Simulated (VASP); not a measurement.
# CdO (Fm-3m) in VASP: settings compared

Aim: see how the results for CdO move with the level of theory and the settings. Levels: PBEsol, TB-mBJ, LDA. Tasks: band structure.

Program: VASP 6.6.1. These are calculated values, not measurements. Logs are shortened: lines on timing, memory, paths and dates and some standing lists are left out, and cuts for length are marked.

### 1 The crystal as given

It takes space group Fm-3m (No. 225, cubic). Conventional cell: a = 4.705 Å, b = 4.705 Å, c = 4.705 Å, α = 90.00°, β = 90.00°, γ = 90.00°. Cd (site symmetry m-3m) is surrounded by 6 O at 2.35 Å. O (site symmetry m-3m) has 6 Cd at 2.35 Å as nearest neighbours.

### 2 Band structure, PBEsol, spin-orbit coupling, no magnetisation

Contents of INCAR:

```
SYSTEM = CdO
PREC = Accurate ; ENCUT = 520
EDIFF = 1E-6 ; ISMEAR = 0
SIGMA = 0.03 ; LREAL = .FALSE.
LASPH = .TRUE. ; NELM = 80
ALGO = Normal ; ISIF = 2
LWAVE = .FALSE. ; LCHARG = .FALSE.
MAGMOM = 0 0 0 0 0 0 ; LORBIT = 11
LSORBIT = .TRUE. ; GGA_COMPAT = .FALSE.
GGA = PS ; NBANDS = 32
```

Contents of KPOINTS:

```
regular mesh
0
G
  8 8 8
  0 0 0
```

Contents of POSCAR:

```
CdO                                     
1.0
    0.0000000000      2.3523961160      2.3523961160
    2.3523961160      0.0000000000      2.3523961160
    2.3523961160      2.3523961160      0.0000000000
  Cd              O             
     1     1
Direct
     0.0000000000000000    0.0000000000000000    0.0000000000000000
     0.5000000000000000    0.5000000000000000    0.5000000000000000
```

Contents of KPOINTS_OPT:

```
explicit points
109
Reciprocal
 0.0000000000  0.0000000000  0.0000000000 1
 0.0555555556  0.0000000000  0.0555555556 1
 0.1111111111  0.0000000000  0.1111111111 1
 0.1666666667  0.0000000000  0.1666666667 1
 0.2222222222  0.0000000000  0.2222222222 1
 0.2777777778  0.0000000000  0.2777777778 1
 0.3333333333  0.0000000000  0.3333333333 1
 0.3888888889  0.0000000000  0.3888888889 1
 0.4444444444  0.0000000000  0.4444444444 1
 0.5000000000  0.0000000000  0.5000000000 1
 0.5000000000  0.0000000000  0.5000000000 1
 0.5000000000  0.0277777778  0.5277777778 1
 0.5000000000  0.0555555556  0.5555555556 1
 0.5000000000  0.0833333333  0.5833333333 1
 0.5000000000  0.1111111111  0.6111111111 1
 0.5000000000  0.1388888889  0.6388888889 1
 0.5000000000  0.1666666667  0.6666666667 1
 0.5000000000  0.1944444444  0.6944444444 1
 0.5000000000  0.2222222222  0.7222222222 1
 0.5000000000  0.2500000000  0.7500000000 1
 0.5000000000  0.2500000000  0.7500000000 1
 0.4861111111  0.2638888889  0.7500000000 1
 0.4722222222  0.2777777778  0.7500000000 1
 0.4583333333  0.2916666667  0.7500000000 1
 0.4444444444  0.3055555556  0.7500000000 1
 0.4305555556  0.3194444444  0.7500000000 1
 0.4166666667  0.3333333333  0.7500000000 1
 0.4027777778  0.3472222222  0.7500000000 1
 0.3888888889  0.3611111111  0.7500000000 1
 0.3750000000  0.3750000000  0.7500000000 1
 0.3750000000  0.3750000000  0.7500000000 1
 0.3333333333  0.3333333333  0.6666666667 1
 0.2916666667  0.2916666667  0.5833333333 1
 0.2500000000  0.2500000000  0.5000000000 1
 0.2083333333  0.2083333333  0.4166666667 1
 0.1666666667  0.1666666667  0.3333333333 1
 0.1250000000  0.1250000000  0.2500000000 1
 0.0833333333  0.0833333333  0.1666666667 1
 0.0416666667  0.0416666667  0.0833333333 1
 0.0000000000  0.0000000000  0.0000000000 1
 0.0000000000  0.0000000000  0.0000000000 1
 0.0555555556  0.0555555556  0.0555555556 1
 0.1111111111  0.1111111111  0.1111111111 1
 0.1666666667  0.1666666667  0.1666666667 1
 0.2222222222  0.2222222222  0.2222222222 1
 0.2777777778  0.2777777778  0.2777777778 1
 0.3333333333  0.3333333333  0.3333333333 1
 0.3888888889  0.3888888889  0.3888888889 1
 0.4444444444  0.4444444444  0.4444444444 1
 0.5000000000  0.5000000000  0.5000000000 1
 0.5000000000  0.5000000000  0.5000000000 1
 0.5138888889  0.4722222222  0.5138888889 1
 0.5277777778  0.4444444444  0.5277777778 1
 0.5416666667  0.4166666667  0.5416666667 1
 0.5555555556  0.3888888889  0.5555555556 1
 0.5694444444  0.3611111111  0.5694444444 1
 0.5833333333  0.3333333333  0.5833333333 1
 0.5972222222  0.3055555556  0.5972222222 1
 0.6111111111  0.2777777778  0.6111111111 1
 0.6250000000  0.2500000000  0.6250000000 1
 0.6250000000  0.2500000000  0.6250000000 1
 0.6111111111  0.2500000000  0.6388888889 1
 0.5972222222  0.2500000000  0.6527777778 1
 0.5833333333  0.2500000000  0.6666666667 1
 0.5694444444  0.2500000000  0.6805555556 1
 0.5555555556  0.2500000000  0.6944444444 1
 0.5416666667  0.2500000000  0.7083333333 1
 0.5277777778  0.2500000000  0.7222222222 1
 0.5138888889  0.2500000000  0.7361111111 1
 0.5000000000  0.2500000000  0.7500000000 1
 0.5000000000  0.2500000000  0.7500000000 1
 0.5000000000  0.2777777778  0.7222222222 1
 0.5000000000  0.3055555556  0.6944444444 1
 0.5000000000  0.3333333333  0.6666666667 1
 0.5000000000  0.3611111111  0.6388888889 1
 0.5000000000  0.3888888889  0.6111111111 1
 0.5000000000  0.4166666667  0.5833333333 1
 0.5000000000  0.4444444444  0.5555555556 1
 0.5000000000  0.4722222222  0.5277777778 1
 0.5000000000  0.5000000000  0.5000000000 1
 0.5000000000  0.5000000000  0.5000000000 1
 0.4861111111  0.4861111111  0.5277777778 1
 0.4722222222  0.4722222222  0.5555555556 1
 0.4583333333  0.4583333333  0.5833333333 1
 0.4444444444  0.4444444444  0.6111111111 1
 0.4305555556  0.4305555556  0.6388888889 1
 0.4166666667  0.4166666667  0.6666666667 1
 0.4027777778  0.4027777778  0.6944444444 1
 0.3888888889  0.3888888889  0.7222222222 1
 0.3750000000  0.3750000000  0.7500000000 1
 0.6250000000  0.2500000000  0.6250000000 1
 0.6111111111  0.2222222222  0.6111111111 1
 0.5972222222  0.1944444444  0.5972222222 1
 0.5833333333  0.1666666667  0.5833333333 1
 0.5694444444  0.1388888889  0.5694444444 1
 0.5555555556  0.1111111111  0.5555555556 1
 0.5416666667  0.0833333333  0.5416666667 1
 0.5277777778  0.0555555556  0.5277777778 1
 0.5138888889  0.0277777778  0.5138888889 1
 0.5000000000  0.0000000000  0.5000000000 1
 0.0000000000  0.0000000000  0.0000000000 1
 0.3750000000  0.3750000000  0.7500000000 1
 0.5000000000  0.5000000000  0.5000000000 1
 0.6250000000  0.2500000000  0.6250000000 1
 0.5000000000  0.2500000000  0.7500000000 1
 0.5000000000  0.0000000000  0.5000000000 1
 0.4000000000  0.0000000000  0.4000000000 1
 0.4250000000  0.0000000000  0.4250000000 1
 0.4500000000  0.0000000000  0.4500000000 1
```

Potentials or basis: VASP PAW PBE potentials, release 64 (Cd, O).

On the command line:

```
cat potpaw_PBE.64/Cd/POTCAR potpaw_PBE.64/O/POTCAR > POTCAR
mpirun -np 1 vasp_ncl > vasp.out
```

OUTCAR:

```text
SYSTEM = CdO
   PREC = Accurate
   ENCUT = 520
   EDIFF = 1E-6
   ISMEAR = 0
   LREAL = .FALSE.
   LASPH = .TRUE.
   NELM = 80
   ISIF = 2
   LORBIT = 11
   LSORBIT = .TRUE.
   GGA = PS

 ion  position               nearest neighbor table
   1  0.000  0.000  0.000-   2 2.35   2 2.35   2 2.35   2 2.35   2 2.35   2 2.35
   2  0.500  0.500  0.500-   1 2.35   1 2.35   1 2.35   1 2.35   1 2.35   1 2.35

  LATTYP: Found a face centered cubic cell.
 ALAT       =     4.7047922320

  Lattice vectors:

 A1 = (   0.0000000000,   2.3523961160,   2.3523961160)
 A2 = (   2.3523961160,   0.0000000000,   2.3523961160)
 A3 = (   2.3523961160,   2.3523961160,   0.0000000000)

Analysis of symmetry for initial positions (statically):
=====================================================================
 Subroutine PRICEL returns:
 Original cell was already a primitive cell.

 Routine SETGRP: Setting up the symmetry group for a
 face centered cubic supercell.

 Subroutine GETGRP returns: Found 48 space group operations
 (whereof 48 operations were pure point group operations)
 out of a pool of 48 trial point group operations.

The static configuration has the point symmetry O_h .

Analysis of symmetry for dynamics (positions and initial velocities):
=====================================================================
 Subroutine PRICEL returns:
 Original cell was already a primitive cell.

 Routine SETGRP: Setting up the symmetry group for a
 face centered cubic supercell.

 Subroutine GETGRP returns: Found 48 space group operations
 (whereof 48 operations were pure point group operations)
 out of a pool of 48 trial point group operations.

The dynamic configuration has the point symmetry O_h .

Analysis of structural, dynamic, and magnetic symmetry:
=====================================================================
 Subroutine PRICEL returns:
 Original cell was already a primitive cell.

 Routine SETGRP: Setting up the symmetry group for a
 face centered cubic supercell.

 Subroutine GETGRP returns: Found 48 space group operations
 (whereof 48 operations were pure point group operations)
 out of a pool of 48 trial point group operations.

The overall configuration has the point symmetry O_h .

 Subroutine INISYM returns: Found 48 space group operations
 (whereof 48 operations are pure point group operations),
 and found     1 'primitive' translations

----------------------------------------------------------------------------------------

                                     Primitive cell

  volume of cell :      26.0352

  direct lattice vectors                    reciprocal lattice vectors
     0.000000000  2.352396116  2.352396116    -0.212549237  0.212549237  0.212549237
     2.352396116  0.000000000  2.352396116     0.212549237 -0.212549237  0.212549237
     2.352396116  2.352396116  0.000000000     0.212549237  0.212549237 -0.212549237

  length of vectors
[... 134 lines left out ...]

 E-fermi :   1.8821     XC(G=0): -11.9433

 val. band max:        1.8670078796   @ k =   0.5000   0.0000   0.0000
 cond. band min:       2.7100040526   @ k =   0.1250   0.0000   0.0000
 fundamental gap:      0.8429961730
 Fermi energy:         1.8821004866

 k-point     1 :       0.0000    0.0000    0.0000
  band No.  band energies     occupation
      1     -15.4513      1.00000
      2     -15.4513      1.00000
      3      -5.1219      1.00000
      4      -5.1219      1.00000
      5      -5.1219      1.00000
      6      -5.1219      1.00000
[... 781 lines left out ...]
     29      21.1858      0.00000
     30      21.1858      0.00000

 [... further k-points ...]

 [bands above 30 left out]

------------------------ aborting loop because EDIFF is reached ----------------------------------------

  FORCE on cell =-STRESS in cart. coord.  units (eV):
  Direction    XX          YY          ZZ          XY          YZ          ZX
  --------------------------------------------------------------------------------------
[... 4 lines left out ...]

 VOLUME and BASIS-vectors are now :
 -----------------------------------------------------------------------------
  energy-cutoff  :      520.00
  volume of cell :       26.04
      direct lattice vectors                 reciprocal lattice vectors
     0.000000000  2.352396116  2.352396116    -0.212549237  0.212549237  0.212549237
     2.352396116  0.000000000  2.352396116     0.212549237 -0.212549237  0.212549237
     2.352396116  2.352396116  0.000000000     0.212549237  0.212549237 -0.212549237

 POSITION                                       TOTAL-FORCE (eV/Angst)
 -----------------------------------------------------------------------------------
      0.00000      0.00000      0.00000         0.000000      0.000000     -0.000000
      2.35240      2.35240      2.35240         0.000000     -0.000000      0.000000
 -----------------------------------------------------------------------------------
    total drift:                                0.000000      0.000000      0.000000

  FREE ENERGIE OF THE ION-ELECTRON SYSTEM (eV)
  ---------------------------------------------------
  free  energy   TOTEN  =        -8.5302519398 eV

  energy  without entropy=       -8.5301391346  energy(sigma->0) =       -8.53019554

 Spin-Orbit-Coupling matrix elements

 Ion:    1  E_soc:     -0.0505776
 l=   1
     0.0000000    -0.0017213    -0.0017213
    -0.0017213     0.0000000    -0.0017213
    -0.0017213    -0.0017213     0.0000000
 l=   2
     0.0000000    -0.0013750     0.0000000    -0.0013750    -0.0053333
    -0.0013750     0.0000000    -0.0040000    -0.0013750    -0.0013333
     0.0000000    -0.0040000     0.0000000    -0.0040000     0.0000000
    -0.0013750    -0.0013750    -0.0040000     0.0000000    -0.0013333
    -0.0053333    -0.0013333     0.0000000    -0.0013333     0.0000000
 l=   3
     0.0000000     0.0000000     0.0000000     0.0000000     0.0000000     0.0000000     0.0000000
     0.0000000     0.0000000     0.0000000     0.0000000     0.0000000     0.0000000     0.0000000
     0.0000000     0.0000000     0.0000000     0.0000000     0.0000000     0.0000000     0.0000000
     0.0000000     0.0000000     0.0000000     0.0000000     0.0000000     0.0000000     0.0000000
     0.0000000     0.0000000     0.0000000     0.0000000     0.0000000     0.0000000     0.0000000
     0.0000000     0.0000000     0.0000000     0.0000000     0.0000000     0.0000000     0.0000000
     0.0000000     0.0000000     0.0000000     0.0000000     0.0000000     0.0000000     0.0000000

 Ion:    2  E_soc:     -0.0003654
 l=   1
     0.0000000    -0.0000609    -0.0000609
    -0.0000609     0.0000000    -0.0000609
    -0.0000609    -0.0000609     0.0000000
 l=   2
     0.0000000     0.0000000     0.0000000     0.0000000     0.0000000
     0.0000000     0.0000000     0.0000000     0.0000000     0.0000000
     0.0000000     0.0000000     0.0000000     0.0000000     0.0000000
     0.0000000     0.0000000     0.0000000     0.0000000     0.0000000
     0.0000000     0.0000000     0.0000000     0.0000000     0.0000000
 l=   3
     0.0000000     0.0000000     0.0000000     0.0000000     0.0000000     0.0000000     0.0000000
     0.0000000     0.0000000     0.0000000     0.0000000     0.0000000     0.0000000     0.0000000
     0.0000000     0.0000000     0.0000000     0.0000000     0.0000000     0.0000000     0.0000000
     0.0000000     0.0000000     0.0000000     0.0000000     0.0000000     0.0000000     0.0000000
     0.0000000     0.0000000     0.0000000     0.0000000     0.0000000     0.0000000     0.0000000
     0.0000000     0.0000000     0.0000000     0.0000000     0.0000000     0.0000000     0.0000000
     0.0000000     0.0000000     0.0000000     0.0000000     0.0000000     0.0000000     0.0000000

 total charge

# of ion       s       p       d       tot
------------------------------------------
    1        0.339   0.261   9.645  10.246
    2        1.570   3.334   0.000   4.903
--------------------------------------------------
tot          1.909   3.595   9.645  15.149

 magnetization (x)

# of ion       s       p       d       tot
------------------------------------------
    1        0.000   0.000   0.000   0.000
    2        0.000   0.000   0.000   0.000
--------------------------------------------------
tot          0.000   0.000   0.000   0.000

 magnetization (y)

# of ion       s       p       d       tot
------------------------------------------
    1       -0.000   0.000  -0.000  -0.000
    2        0.000  -0.000   0.000  -0.000
--------------------------------------------------
tot         -0.000  -0.000  -0.000  -0.000

 magnetization (z)

# of ion       s       p       d       tot
------------------------------------------
    1       -0.000  -0.000  -0.000  -0.000
    2        0.000   0.000   0.000   0.000
--------------------------------------------------
tot          0.000   0.000  -0.000   0.000
```

Run time: 2.2 min. Hardware: 1 thread of Intel Xeon Platinum 8488C (Sapphire Rapids), shared host; peak memory 0.27 GiB.

What came out:

| Item | Value |
| --- | --- |
| Free energy | -8.5303 eV |
| Pressure | 0.2 GPa |
| Valence electrons inside the program's atomic spheres | Cd 10.25; O 4.90 |

Caveat: the PAW data sets were made with another functional, which shifts forces and pressure a little.

### 3 Band structure, TB-mBJ

POSCAR is that of step 2.

Contents of INCAR.step1:

```
SYSTEM = CdO
PREC = Accurate ; ENCUT = 520
EDIFF = 1E-5 ; ISMEAR = 0
SIGMA = 0.03 ; LREAL = .FALSE.
LASPH = .TRUE. ; NELM = 80
ALGO = Normal ; ISIF = 2
LWAVE = .TRUE. ; LCHARG = .FALSE.
NBANDS = 16 ; GGA = PE
```

Contents of INCAR.step2:

```
SYSTEM = CdO
PREC = Accurate ; ENCUT = 520
EDIFF = 1E-6 ; ISMEAR = 0
SIGMA = 0.03 ; LREAL = .FALSE.
LASPH = .TRUE. ; NELM = 80
ALGO = Normal ; ISIF = 2
LWAVE = .FALSE. ; LCHARG = .FALSE.
METAGGA = MBJ ; NBANDS = 16
ISTART = 1
```

Contents of KPOINTS:

```
regular mesh
0
G
  12 12 12
  0 0 0
```

KPOINTS_OPT is that of step 2.

Potentials or basis: VASP PAW PBE potentials, release 64 (Cd, O).

On the command line:

```
cat potpaw_PBE.64/Cd/POTCAR potpaw_PBE.64/O/POTCAR > POTCAR
cp INCAR.step1 INCAR
mpirun -np 1 vasp_std > vasp.out
cp INCAR.step2 INCAR
mpirun -np 1 vasp_std > vasp.out
```

Run time: 2.2 min. Hardware: 1 thread of Intel Xeon Platinum 8488C (Sapphire Rapids), shared host; peak memory 0.2 GiB.

Results (log left out):

| Quantity | Value |
| --- | --- |
| Band gap on the k mesh | 1.42 eV, indirect (least direct gap 2.67 eV) |
| Band gap along the path | 1.42 eV, indirect (least direct gap 2.67 eV) |

Levels at the corners of the path, in eV from the valence-band top:
```tsv
point	band 6	band 7	band 8	band 9	band 10	band 11	band 12	band 13
Γ	-6.15	-1.25	-1.25	-1.25	1.42	17.10	18.21	18.21
X	-5.60	-3.72	-2.07	-2.07	6.06	10.46	12.67	15.61
X	-5.60	-3.72	-2.07	-2.07	6.06	10.46	12.67	15.61
W	-5.68	-2.64	-2.64	-1.48	7.94	10.79	10.79	12.72
W	-5.68	-2.64	-2.64	-1.48	7.94	10.79	10.79	12.72
K	-5.83	-2.98	-2.45	-1.12	7.47	10.42	10.54	15.10
K	-5.83	-2.98	-2.45	-1.12	7.47	10.42	10.54	15.10
Γ	-6.15	-1.25	-1.25	-1.25	1.42	17.10	18.21	18.21
Γ	-6.15	-1.25	-1.25	-1.25	1.42	17.10	18.21	18.21
L	-5.90	-3.33	0.00	0.00	6.40	9.09	13.89	13.89
L	-5.90	-3.33	0.00	0.00	6.40	9.09	13.89	13.89
U	-5.83	-2.98	-2.45	-1.12	7.47	10.42	10.54	15.10
U	-5.83	-2.98	-2.45	-1.12	7.47	10.42	10.54	15.10
W	-5.68	-2.64	-2.64	-1.48	7.94	10.79	10.79	12.72
W	-5.68	-2.64	-2.64	-1.48	7.94	10.79	10.79	12.72
L	-5.90	-3.33	0.00	0.00	6.40	9.09	13.89	13.89
L	-5.90	-3.33	0.00	0.00	6.40	9.09	13.89	13.89
K	-5.83	-2.98	-2.45	-1.12	7.47	10.42	10.54	15.10
U	-5.83	-2.98	-2.45	-1.12	7.47	10.42	10.54	15.10
X	-5.60	-3.72	-2.07	-2.07	6.06	10.46	12.67	15.61
```

Caveat: the PAW data sets were made with another functional, which shifts forces and pressure a little.

### 4 Band structure, TB-mBJ, spin-orbit coupling, no magnetisation

POSCAR is that of step 3.

INCAR.step1: that of step 3 with these lines changed.

```diff
@@ -7,2 +7,5 @@
 LWAVE = .TRUE. ; LCHARG = .FALSE.
-NBANDS = 16 ; GGA = PE
+LNONCOLLINEAR = .TRUE. ; MAGMOM = 0 0 0 0 0 0
+LORBIT = 11 ; LSORBIT = .TRUE.
+GGA_COMPAT = .FALSE. ; NBANDS = 32
+GGA = PE
```

INCAR.step2: that of step 3 with these lines changed.

```diff
@@ -7,3 +7,5 @@
 LWAVE = .FALSE. ; LCHARG = .FALSE.
-METAGGA = MBJ ; NBANDS = 16
-ISTART = 1
+LNONCOLLINEAR = .TRUE. ; MAGMOM = 0 0 0 0 0 0
+LORBIT = 11 ; LSORBIT = .TRUE.
+GGA_COMPAT = .FALSE. ; METAGGA = MBJ
+NBANDS = 32 ; ISTART = 1
```

Contents of KPOINTS:

```
regular mesh
0
G
  8 8 8
  0 0 0
```

KPOINTS_OPT is that of step 3.

On the command line:

```
cat potpaw_PBE.64/Cd/POTCAR potpaw_PBE.64/O/POTCAR > POTCAR
cp INCAR.step1 INCAR
mpirun -np 1 vasp_ncl > vasp.out
cp INCAR.step2 INCAR
mpirun -np 1 vasp_ncl > vasp.out
```

Wall time 7.1 min (1 thread of Intel Xeon Platinum 8488C (Sapphire Rapids), shared host); peak memory 0.31 GiB.

The run converged. Its results:

- Valence electrons inside the program's atomic spheres: Cd 10.10; O 5.19

Caveat: the PAW data sets were made with another functional, which shifts forces and pressure a little.

(Continued in part 2 of 2.)
